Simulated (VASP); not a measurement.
## InPd in VASP: the effect of target pressure

The system is InPd.

```
In Pd
1.0
     0.00000    2.74607    2.74607
     2.74607    0.00000    2.74607
     2.74607    2.74607    0.00000
In Pd
1 1
Cartesian
  0.0000 0.0000 0.0000
  2.7461 2.7461 2.7461
```

The cell was built by a generator and needn't be a form met in nature.

Alike in all runs:

| Item | Value |
| --- | --- |
| Program | VASP 6.6.1 |
| Task | relaxation of cell and atoms |
| Functional | PBE |
| Potentials or basis | VASP PAW PBE potentials, release 64 (In_d, Pd) |
| Cutoff | 600 eV |
| k mesh | 8 × 8 × 8 |
| Occupations | fermi-dirac, width 0.05 eV |
| Spin | no spin polarisation |

Each run relaxes the cell or the atoms first.

| target pressure | target pressure | relaxed volume (Å³/atom) |
| --- | --- | --- |
| 0 GPa | - | 20.76 |
| 2 GPa | 2 GPa | 20.31 |
| 5 GPa | 5 GPa | ? |
| 10 GPa | 10 GPa | 18.94 |
| 20 GPa | 20 GPa | 17.76 |
| 30 GPa | 30 GPa | 16.90 |

Q: What does the run with target pressure 5 GPa give?

A: Relaxed volume 19.73 Å³/atom.

Worked out: In Murnaghan's law V^(-B') rises as a straight line in P. The other rows fit best with B' = 4.6, V0 = 20.76 Å³/atom and B0 = 88 GPa, which gives 19.73 Å³/atom at 5 GPa, against the run's 19.73.

Caveats: the cell is relaxed towards a set pressure, so the enthalpy falls and the energy may rise (some runs); the volume moved by over 15 % at a fixed basis, so the end points are rough (some runs).
